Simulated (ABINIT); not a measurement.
## TaN: single point with PBEsol

Crystal: TaN.

```xyz
2
Lattice="2.9380 0.0000 0.0000 -1.4690 2.5444 0.0000 0.0000 0.0000 2.8830" Properties=species:S:1:pos:R:3 pbc="T T T"
Ta    0.0000    0.0000    1.4415
N     1.4690    0.8481    0.0000
```

| Quantity | Value |
| --- | --- |
| Program | ABINIT 10.8.3 (patched build) |
| Task | single point |
| Functional | PBEsol |
| Potentials or basis | PseudoDojo NC SR PBEsol v0.4.1 standard |
| Cutoff | 980 eV |
| k mesh | 8 × 8 × 7 |
| Occupations | fermi-dirac, width 0.05 eV |
| Spin | no spin polarisation |

The pressure is -5.5 GPa and the band gap on the k mesh is none (metal or under the smearing width). The valence electrons inside the program's atomic spheres are Ta 9.27; N 5.25.

Stress tensor (GPa, compression positive):
```
-5.28  0.00  0.00
 0.00 -5.28  0.00
 0.00  0.00 -6.03
```

Levels at points of the mesh, in eV from the Fermi level:
| k point | band 5 | band 6 | band 7 | band 8 | band 9 | band 10 | band 11 | band 12 | band 13 |
| --- | --- | --- | --- | --- | --- | --- | --- | --- | --- |
| (0.00, 0.00, 0.00) | -17.81 | -4.67 | -4.67 | -4.31 | -3.04 | 2.09 | 3.48 | 3.48 | 3.89 |
| (0.50, 0.00, 0.00) | -15.51 | -8.41 | -5.31 | -3.59 | -3.29 | 2.90 | 3.93 | 5.09 | 5.21 |

Wall time 56 s on 1 thread of Intel(R) Xeon(R) Processor @ 2.50GHz (Skylake/Cascade Lake), with other jobs on the host, peak memory 0.07 GiB.

Caveat: the cutoff is short for stress, so the pressure is rough. The run has no spin-orbit coupling, so splittings on Ta are missing.
